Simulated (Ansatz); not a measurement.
Al in Ansatz: the effect of functional

Al:

```
CELL_PARAMETERS angstrom
2.81246 0.00000 0.00000
-1.40623 2.43566 0.00000
0.00000 0.00000 4.86685
ATOMIC_POSITIONS crystal
Al 0.33333 0.66667 0.25000
Al 0.66667 0.33333 0.75000
```

This isn't the form of Al at room conditions, which is fcc.

Alike in all runs:

| Item | Value |
| --- | --- |
| Program | Ansatz 0.2.0 |
| Task | projected density of states |
| Potentials or basis | Ansatz PAW |
| k mesh | 6 × 6 × 3 |
| Occupations | fermi-dirac, width 0.05 eV |
| Spin | no spin polarisation |

```csv
functional,cutoff,pressure (GPa)
LDA,420 eV (not typed: the program's choice for these potentials),-1.4
PBEsol,420 eV (not typed: the program's choice for these potentials),0.4
r2SCAN,500 eV (not typed: the program's choice for these potentials),-1.1
HSE06,420 eV (not typed: the program's choice for these potentials),1.3
PBE0,420 eV (not typed: the program's choice for these potentials),1.0
r2SCAN0,500 eV (not typed: the program's choice for these potentials),?
```

Q: What does the run with functional r2SCAN0 give?

A: Pressure -0.5 GPa.

Caveats: all runs use coarse meshes; the PAW data sets come from PBE, with cores solved anew for the run's functional, which leaves a small shift of forces and pressure; the density of states is complete only up to the lowest level of the last band computed; the thresholds are loose for stress (some runs).
